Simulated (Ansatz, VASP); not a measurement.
Two plane-wave programs on Te2Mo

Contents of INCAR:

```
SYSTEM = Te2Mo
PREC     = Accurate       ! precision mode
ENCUT    = 520            ! plane-wave cutoff, eV
EDIFF    = 1E-7           ! SCF threshold, eV
ISMEAR   = -1             ! smearing method
SIGMA    = 0.05           ! smearing width, eV
LREAL    = .False.        ! projectors in reciprocal space
LASPH    = .True.         ! aspherical terms in the spheres
NELM     = 60             ! most SCF steps
ALGO     = Normal         ! electronic algorithm
ISIF     = 2              ! what is computed and relaxed
LWAVE    = .False.        ! write WAVECAR
LCHARG   = .False.        ! write CHGCAR
GGA      = PS             ! functional
NBANDS   = 35             ! bands
KPAR     = 2
```

KPOINTS

```
Automatic mesh
0
Gamma
  4 8 1
  0 0 0
```

File POSCAR:

```
Te2Mo
1.0
    6.3616090156      0.0000000000      0.0000000000
    0.0000000000      3.4804030600      0.0000000000
   -0.0857412231      0.0000000000     36.1758904685
Te Mo
4 2
Direct
    0.4292511000      0.7500000000      0.5407035800
    0.5707489000      0.2500000000      0.4592964200
    0.9208478700      0.2500000000      0.5565273200
    0.0791521300      0.7500000000      0.4434726800
    0.1813475600      0.2500000000      0.4974653700
    0.8186524400      0.7500000000      0.5025346300
```

Contents of input.yaml:

```yaml
crystal:
  lattice:
    - [6.3616090156, 0.0, 0.0]
    - [0.0, 3.48040306, 0.0]
    - [-0.0857412231, 0.0, 36.1758904685]
  atoms:
    - { symbol: Te, position: [0.4292511, 0.75, 0.54070358] }
    - { symbol: Te, position: [0.5707489, 0.25, 0.45929642] }
    - { symbol: Te, position: [0.92084787, 0.25, 0.55652732] }
    - { symbol: Te, position: [0.07915213, 0.75, 0.44347268] }
    - { symbol: Mo, position: [0.18134756, 0.25, 0.49746537] }
    - { symbol: Mo, position: [0.81865244, 0.75, 0.50253463] }
hamiltonian:
  xc: pbesol
  pseudopotentials: { kind: paw }
kpoints:
  mp_grid: { grid: [4, 8, 1] }
  band_path:
    path:
      - [[0.0, 0.0, 0.0], [0.0, 0.0, 0.5], [-0.4997944133, 0.0, 0.5067361864], [-0.5, 0.0, 0.5], [-0.5, 0.5, 0.5], [-0.5002055867, 0.5, 0.4932638136], [-0.5, 0.5, 0.0], [-0.5, 0.0, 0.0], [-0.5002055867, 0.0, 0.4932638136]]
      - [[-0.4997944133, 0.5, 0.5067361864], [0.0, 0.5, 0.5], [0.0, 0.5, 0.0]]
      - [[0.0, 0.0, 0.5], [0.0, 0.5, 0.5]]
    npoints: 14
scf:
  occupations: { method: fermi_dirac, width: 0.05 }
  n_extra_bands: 15
output:
  forces: true
  stress: true
  eigenvalues: true
  fatbands: false
  write_density: true
  write_potential: true
  elf: true
  volumetric_format: npy
```

Alike in both runs: functional PBEsol; k mesh 4 × 8 × 1; occupations fermi-dirac, width 0.05 eV; no spin polarisation.

```csv
,VASP,Ansatz
version,VASP 6.6.1,Ansatz 0.2.0
potentials or method,"VASP PAW PBE potentials, release 64 (Te, Mo_sv)",Ansatz PAW
plane-wave cutoff (eV),520,420
valence electrons in the cell,52,92
task,single point,band structure
```

VASP gave:

| Quantity | Value |
| --- | --- |
| gap on the k mesh at the Fermi level (eV) | none |
| rms of the force components (eV/Å) | 0.096 |

Q: Which values does Ansatz return?

A: gap on the k mesh at the Fermi level (eV): none; rms of the force components (eV/Å): 0.107.

Atom by atom the forces differ by 0.012 eV/Å (rms over components). A gap of «none» marks a metal or a gap that the smearing closes. The two sets of potentials don't hold the same shells in valence.

Caveats: the PAW data sets were made with another functional, which shifts forces and pressure a little (VASP); spin-orbit coupling is left out, which moves the levels of the heavy elements (Ansatz); the PAW data sets come from PBE, with cores solved anew for the run's functional, which leaves a small shift of forces and pressure (Ansatz). Spin-orbit coupling is left out, which matters for the levels of Te.
